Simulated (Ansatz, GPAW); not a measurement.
Given: the input of a run of GPAW 26.7.0 (ASE script) on KI. 

The input run.py:

```python
from ase import Atoms
from ase.dft.bandgap import bandgap
from ase.io import write
from ase.units import Bohr, GPa
from gpaw import GPAW, PW
from gpaw.elf import elf_from_dft_calculation

atoms = Atoms(['I', 'K'],
              cell=[[0.0, 3.532775, 3.532775],
                    [3.532775, 0.0, 3.532775],
                    [3.532775, 3.532775, 0.0]],
              scaled_positions=[[0.5, 0.5, 0.5],
                                [0.0, 0.0, 0.0]],
              pbc=True)

calc = GPAW(mode=PW(600),
            xc='PBE',
            kpts={'size': (7, 7, 7), 'gamma': True},
            occupations={'name': 'fermi-dirac', 'width': 0.05},
            nbands=16,
            convergence={'density': 1e-05, 'energy': 1e-05},
            maxiter=150,
            txt='gpaw.txt')
atoms.calc = calc
energy = atoms.get_potential_energy()
forces = atoms.get_forces()
stress = atoms.get_stress()
calc.write('gs.gpw')
write('result.traj', atoms)
print(f'Energy: {energy:.6f} eV')
print('Forces (eV/A):')
print(forces.round(4))
print('Stress (GPa):', (stress / GPa).round(3))
print('Fermi level:', round(calc.get_fermi_level(), 4), 'eV')
print(f'Gap: {bandgap(calc)[0]:.4f} eV, direct: {bandgap(calc, direct=True)[0]:.4f} eV')

# fields on the real-space grid
write('density.cube', atoms, data=calc.get_pseudo_density() * Bohr**3)
write('potential.cube', atoms, data=calc.get_electrostatic_potential())
write('elf.cube', atoms, data=elf_from_dft_calculation(calc).data)
```

Potentials or basis: GPAW PAW data sets (gpaw-data 1.2.1), pw.

Launch:

```sh
$ OMP_NUM_THREADS=1 python run.py
```

Task: Translate it to Ansatz 0.2.0. Potentials or basis there: Ansatz PAW, cutoff 420 eV.

Result: As run (cutoffs and basis follow the program's own potentials, and thresholds, step limits or extra output files can differ):

Contents of input.yaml:

```yaml
crystal:
  lattice:
    - [0.0, 3.532775, 3.532775]
    - [3.532775, 0.0, 3.532775]
    - [3.532775, 3.532775, 0.0]
  atoms:
    - { symbol: I, position: [0.5, 0.5, 0.5] }
    - { symbol: K, position: [0.0, 0.0, 0.0] }
hamiltonian:
  xc: pbe
  pseudopotentials: { kind: paw }
kpoints:
  mp_grid: { grid: [7, 7, 7] }
scf:
  occupations: { method: fermi_dirac, width: 0.05 }
output:
  forces: true
  stress: true
  eigenvalues: true
```

Potentials or basis: Ansatz PAW.

The run is started by

```console
$ ansatz run input.yaml --threads 1 --pin off --max-ram 3584MiB --backend cpu --events-out ev --progress --plain --runs-dir out
```

Both were run:

|  | GPAW | Ansatz |
| --- | --- | --- |
| Pressure | 0.6 GPa | 0.6 GPa |

Ansatz's pressure holds a Pulay term of +0.01 GPa for its cutoff of 420 eV, which the other run lacks.

The potentials hold 16 and 26 valence electrons a cell.

Where Ansatz's input types no cutoff or centring, it takes its own default and a Γ-centred mesh.

Pressure is positive in compression.
